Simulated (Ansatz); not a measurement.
The system is Ni.

```xyz
2
Lattice="2.4480 0.0000 0.0000 -1.2240 2.1201 0.0000 0.0000 0.0000 4.0728" Properties=species:S:1:pos:R:3 pbc="T T T"
Ni    1.2240    0.7067    3.0546
Ni    0.0000    1.4134    1.0182
```

This isn't the form of Ni at room conditions, which is fcc.

Below is the output of Ansatz 0.2.0 for this cell. Logs are shortened: lines on timing, memory, paths and dates and some standing lists are left out, and cuts for length are marked.

```text
Warning: RAYON_NUM_THREADS=2 ignored (pool sized by the plan → 2); use --threads N
LAPW: plane waves up to 9.201 Å⁻¹, error target 1.0e-3 eV per atom; small_component_spin mean_spin; Ni in spheres of 1.224 Å, 18 of its electrons in bands, Dirac shells [] (how accurate: hamiltonian.pseudopotentials.lapw.basis_error, Limitations)
Engine: ansatz 0.2.0, x86_64-unknown-linux-gnu
Pseudopotentials: kind: all_electron
Pseudopotential: Ni, LAPW, valence charge 18, lapw/all_electron/scalar/gaussian/Ni, Koelling and Harmon's equation, gaussian nucleus
Functional definition: PBE
  parameter kappa = 0.804
  parameter beta = 0.06672455060314922
  exchange = pbe_x(kappa = kappa, mu = beta*pi^2/3)
  correlation = pbe_c(beta = beta)
Crystal: 2 atoms, lattice volume = 21.138 Å³
Basis set: ecut = 322.52052612949007 eV, 287 PW (Γ), exchange–correlation at level 2
Bands: 23, of which v1, the nominal top of the filled ones, is band 18 counted from 1 (17 counted from 0)
Symmetry: 24 space group operations
Space group: P63/mmc (ITA 194), of the structure as read, at distance tolerance 2.8e-5 Å
Magnetic group: BNS 194.263 (UNI 1493), of the structure as read, at distance tolerance 2.8e-5 Å
k-points: 76 of 1008
Non-local potential: Ni, projectors of the file, none
Initial density: superposition of atomic densities (chi_scale 0.1, normalization cell)
Starting moments: Σ|m| = 0.5 μB on 2 of 2 sites
[... 11 lines left out ...]
SCF iter   7: F=—  HF=-82765.588457 eV  |F-HF|=—  |Δ(HF+E_count)|=   8.00e-7  Δρ=3.91e-6 (↑2.64e-6 ↓3.91e-6)  dr2=5.29e-9  dr2_m=6.83e-10  M=0.500 μB ∫|m|=0.591 μB  β_m=0.97  ethr=4.14e-11  ⟨swp⟩=3.0  Hψ=11394  notcnv=0
SCF iter   8: F=-82765.588457 eV  HF=-82765.588457 eV  |F-HF|=1.11e-8  |Δ(HF+E_count)|=   6.82e-8  Δρ=1.36e-6 (↑1.36e-6 ↓1.07e-6)  dr2=6.20e-10  dr2_m=4.21e-11  M=0.500 μB ∫|m|=0.591 μB  ethr=1.47e-11  ⟨swp⟩=3.0  Hψ=10795  notcnv=0
SCF 1 converged in 8 iterations: F = -82765.588457 eV  dr2 = 6.20e-10
SCF converged after 8 iterations
Stability checked in part: among states of this total moment the steps that led to this state did not find it unstable. No probe was made; neither looks for a lower state of another moment (fixed_total_moment; see scf.lower_state_search)
Magnetization: 0.5000 μB (18.2500 up, 17.7500 down)
Absolute magnetization: 0.5912 μB (∫|ρ↑−ρ↓|)
Spin contamination: 0.0049 ħ² per cell (⟨S²⟩ above its minimum at these occupations)
Per-site moments (μB) at R_I (Å): [(0.2625582476678243, 1.2240114306778955), (0.2625582476678243, 1.2240114306778955)]
Free energy (F): -82765.588457 eV
Harris-Foulkes:  -82765.588457 eV  (|F-HF|=1.11e-8)
Internal energy: -82765.530938 eV  (E = F + TS)
E sigma→0 (E₀):  -82765.559697 eV
Entropy (-TS):   -0.057520 eV (-28.760 meV/atom)
Fermi energy:    18.806892 (↑ 18.717350, ↓ 18.896435) eV
--- Per-component energies (eV) ---
  E_band       = -540.497391
  E_kinetic    = 84093.206181
  E_xc         = -3462.032085
  E_electrostatic = -163396.705033  (all electrons and nuclei)
  E_smearing   = -0.057520  (= −TS)
  E_closure    = 0.000000  (closes the sum)
  E_atoms      = -82751.511807  (free atoms, spherical and without spin; not in F)
  Σ components = -82765.588457   (vs F -82765.588457, Δ=0.00e0)
  Basis errors (estimates in eV, not in F): energy 2.7e-4 per atom: plane waves 2.2e-4 (1.1e-4 summed), levels above the bands 3.3e-86, relativity 7.3e-9, radial functions 5.1e-5, core shells 3.5e-10; eigenvalues (radial functions only) 7.9e-7; not estimated: angular momenta, meshes, grids; target (lapw.basis_error) 1.0e-3; muffin-tin radii Ni 1.224 Å
--- Forces (eV/Å), atoms counted from 1 ---
  atom   1  Ni     0.00000000    -0.00000000     0.00000000
  atom   2  Ni     0.00000000     0.00000000     0.00000000
  max |Σ_I F_I| component: 9.25e-18 eV/Å
--- Stress (GPa, compression-positive) ---
        6.715740       0.000000       0.000000
        0.000000       6.715740       0.000000
        0.000000       0.000000       4.895880
  P = ⅓ Tr σ = 6.1091 GPa (61.091 kbar)
--- Band table (eV; the first three rows and the last of 152) ---
  k-point 0 ↑: bands = ["-84.4502", "-84.4146", "-44.8966", "-44.7482", "-44.7482", "-44.7166", "-44.7166", "-44.6633", "9.6541", "14.0430", "16.6287", "16.7726", "16.7726", "17.0448", "17.0448", "17.5709", "17.5709", "18.3329", "18.5251", "18.5251", "24.6727", "41.8029", "44.0525"]
  k-point 1 ↑: bands = ["-84.4484", "-84.4164", "-44.8852", "-44.7466", "-44.7466", "-44.7182", "-44.7182", "-44.6750", "9.8527", "13.9230", "16.5814", "16.7426", "16.7426", "17.0028", "17.0028", "17.6635", "17.6635", "17.6894", "18.5089", "18.5089", "25.7999", "41.5701", "42.2870"]
  k-point 2 ↑: bands = ["-84.4435", "-84.4213", "-44.8531", "-44.7422", "-44.7422", "-44.7226", "-44.7226", "-44.7076", "10.4338", "13.4218", "16.4599", "16.7043", "16.7043", "16.7393", "16.9007", "16.9007", "17.8764", "17.8764", "18.4461", "18.4461", "28.3281", "38.4796", "42.0065"]
  k-point 75 ↓: bands = ["-84.0594", "-84.0594", "-44.5663", "-44.5663", "-44.5439", "-44.5291", "-44.3978", "-44.3978", "15.7195", "15.7535", "15.7535", "15.8085", "16.5066", "16.5066", "17.6187", "17.8363", "18.8652", "18.8652", "24.7244", "24.7244", "25.7192", "26.9997", "28.5464"]
```

Task: Write the input and the command behind it.

Result: Single point with PBE, collinear spin, ferromagnetic start. The files as run (others can give the same):

input.yaml
```yaml
crystal:
  lattice:
    - [2.4480228978, 0.0, 0.0]
    - [-1.2240114489, 2.1200500186, 0.0]
    - [0.0, 0.0, 4.07280757]
  atoms:
    - { symbol: Ni, position: [0.6666666667, 0.3333333333, 0.75], spin: 0.25 }
    - { symbol: Ni, position: [0.3333333333, 0.6666666667, 0.25], spin: 0.25 }
kpoints:
  mp_grid: { grid: [12, 12, 7] }
scf:
  occupations: { method: fermi_dirac, width: 0.05 }
hamiltonian:
  xc: pbe
  pseudopotentials: { kind: all_electron, lapw: { basis_error: 0.001 } }
magnetization:
  spin_polarized: true
  initial_magnetization: 0.5
  spin_locking: { lock_magnetization: hard }
output:
  forces: true
  stress: true
  eigenvalues: true
```

Potentials or basis: all-electron LAPW, scalar-relativistic.
Run with:
```console
$ ansatz run input.yaml --threads 2 --pin off --max-ram 6144MiB --backend cpu --events-out ev --progress --plain --runs-dir out
```

Caveat: the total moment is fixed, so each spin has its own Fermi level.
